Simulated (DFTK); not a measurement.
# Pt and the effect of the functional

```yaml
crystal:
  lattice:
    - [0.00000, 1.96090, 1.96090]
    - [1.96090, 0.00000, 1.96090]
    - [1.96090, 1.96090, 0.00000]
  atoms:
    - { symbol: Pt, position: [0.00000, 0.00000, 0.00000] }
```

Kept alike: task band structure; k mesh 12 × 12 × 12; occupations fermi-dirac, width 0.05 eV; no spin polarisation. Program: DFTK, SG15 1.2 (PBE), cutoff 1225 eV. The mesh is that of the run's cell of 1 atom. No spin-orbit coupling.

| functional | pressure (GPa) |
| --- | --- |
| LDA | -4.01 |
| PBEsol | 0.66 |
| r2SCAN | 4.38 |

Pressure is positive in compression; the values hold the error of the finite cutoff, so their zero can differ a little from the energy's minimum. For a metal such a mesh leaves the last digits unconverged. Runs of this series that gave no sound value for these columns are left out. All rows use potentials made for PBE.

The pressure runs from -4.01 (LDA) to 4.38 GPa (r2SCAN). A positive pressure means that the functional's own cell is larger than the one given, a negative one that it is smaller.
